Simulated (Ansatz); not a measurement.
## Relaxing Hg in the hcp type

First guess:

```yaml
crystal:
  lattice:
    - [3.14162, 0.00000, 0.00000]
    - [-1.57081, 2.72072, 0.00000]
    - [0.00000, 0.00000, 5.08943]
  atoms:
    - { symbol: Hg, position: [0.33333, 0.66667, 0.25000] }
    - { symbol: Hg, position: [0.66667, 0.33333, 0.75000] }
```

These are results of DFT, PBE, PAW with Ansatz's default frozen-core files, scalar-relativistic in Ansatz 0.2.0, not measurements.

Cell and atoms relax within the symmetry of the start on a 13×13×7 k mesh with 0.03 eV Fermi–Dirac smearing.

The start is built from a prototype, known or not as a phase of this compound; the cutoff is 420 eV.

Spin–orbit coupling is left out, though it moves levels of the heavy atoms by tenths of an eV or more.

Question: What is the pressure of the first guess?

Answer: 9.53 GPa.

Question: What does it relax to?

Answer: a = 3.590 Å, b = 3.590 Å, c = 5.616 Å, α = 90.00°, β = 90.00°, γ = 120.00° (conventional cell), 31.35 Å³ per atom:
```xyz
2
Lattice="3.5902 0.0000 0.0000 -1.7951 3.1092 0.0000 0.0000 0.0000 5.6163" Properties=species:S:1:pos:R:3 pbc="T T T"
Hg    0.0000    2.0728    1.4041
Hg    1.7951    1.0364    4.2122
```

Question: How much energy does the relaxation release?

Answer: 166 meV/atom.
